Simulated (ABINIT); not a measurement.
Input of an ABINIT 10.8.3 (patched build) run:

Contents of run.abi:

```
# Datasets: ground state, then fixed potential
ndtset 2

# Pseudopotentials
pp_dirpath "./"
pseudos "Ga.LDA_PW-JTH.xml, N.LDA_PW-JTH.xml"

# Structure
acell 6.0224269985 6.0224269985 6.0224269985
rprim
     0.0000000000     0.7071067812     0.7071067812
     0.7071067812     0.0000000000     0.7071067812
     0.7071067812     0.7071067812     0.0000000000
ntypat 2
znucl 31 7
natom 2
typat 1 2
xcart
     0.0000000000     0.0000000000     0.0000000000
     1.1267503038     1.1267503038     1.1267503038 Angstrom

# Plane-wave basis
ecut 26.0
pawecutdg 48.0

# Exchange and correlation
ixc -1007

# Bands and occupations
occopt 3
tsmear 0.05 eV

# Spin
nspinor 2
nspden 1
pawspnorb 1

# SCF cycle
nstep 100

# Output
iomode 3
prtwf 0
prteig 0
prtebands 0
prtden1 1

# Dataset 1
kptopt1 4
ngkpt1 10 10 10
nshiftk1 1
shiftk1 0.0 0.0 0.0
nband1 26
tolvrs1 1.0e-9

# Dataset 2: bands along G-X-W-K-G-L-U-W-L-K
iscf2 -2
getden2 1
nband2 38
nbdbuf2 8
tolwfr2 1.0e-11
kptopt2 -9
ndivsm2 8
prteig2 1
kptbounds2
     0.0000000000     0.0000000000     0.0000000000
     0.5000000000     0.0000000000     0.5000000000
     0.5000000000     0.2500000000     0.7500000000
     0.3750000000     0.3750000000     0.7500000000
     0.0000000000     0.0000000000     0.0000000000
     0.5000000000     0.5000000000     0.5000000000
     0.6250000000     0.2500000000     0.6250000000
     0.5000000000     0.2500000000     0.7500000000
     0.5000000000     0.5000000000     0.5000000000
     0.3750000000     0.3750000000     0.7500000000
```

Potentials or basis: JTH PAW LDA v2.0.

The run is started by

```sh
$ abinit run.abi > log 2>&1
```

Q: What does it give for the band gap along the path?

A: 1.73 eV, direct.

Q: Estimate the pressure.

A: -6.6 GPa.

Q: Predict the band gap on the k mesh.

A: 1.73 eV, direct.

Levels at the corners of the path, in eV from the valence-band top:
| point | band 15 | band 16 | band 17 | band 18 | band 19 | band 20 | band 21 | band 22 |
| --- | --- | --- | --- | --- | --- | --- | --- | --- |
| Γ | 0.00 | 0.00 | 0.00 | 0.00 | 1.73 | 1.73 | 9.88 | 9.88 |
| X | -2.76 | -2.76 | -2.72 | -2.72 | 3.25 | 3.25 | 6.46 | 6.46 |
| W | -3.77 | -3.75 | -3.70 | -3.67 | 6.11 | 6.12 | 8.20 | 8.22 |
| K | -4.34 | -4.29 | -2.21 | -2.20 | 4.88 | 4.88 | 7.69 | 7.70 |
| Γ | 0.00 | 0.00 | 0.00 | 0.00 | 1.73 | 1.73 | 9.88 | 9.88 |
| L | -1.00 | -1.00 | -0.97 | -0.97 | 4.52 | 4.52 | 8.59 | 8.59 |
| U | -4.34 | -4.29 | -2.21 | -2.20 | 4.88 | 4.88 | 7.69 | 7.70 |
| W | -3.77 | -3.75 | -3.70 | -3.67 | 6.11 | 6.12 | 8.20 | 8.22 |
| L | -1.00 | -1.00 | -0.97 | -0.97 | 4.52 | 4.52 | 8.59 | 8.59 |
| K | -4.34 | -4.29 | -2.21 | -2.20 | 4.88 | 4.88 | 7.69 | 7.70 |

**What was measured.**

A printed reference work, textbook reports, for a bulk crystal of GaN at 0 K: band gap 3.299 eV (direct).

Measured gap of GaN: 3.299 eV (direct; 0 K; a printed reference work, textbook). This calculation gives 1.73 eV (-1.57 eV). The value is that of LDA-VWN, without temperature or zero-point motion. Semilocal functionals fall short of measured gaps as a rule. The cell is a database's relaxed one, not the measured one, which moves gaps too.
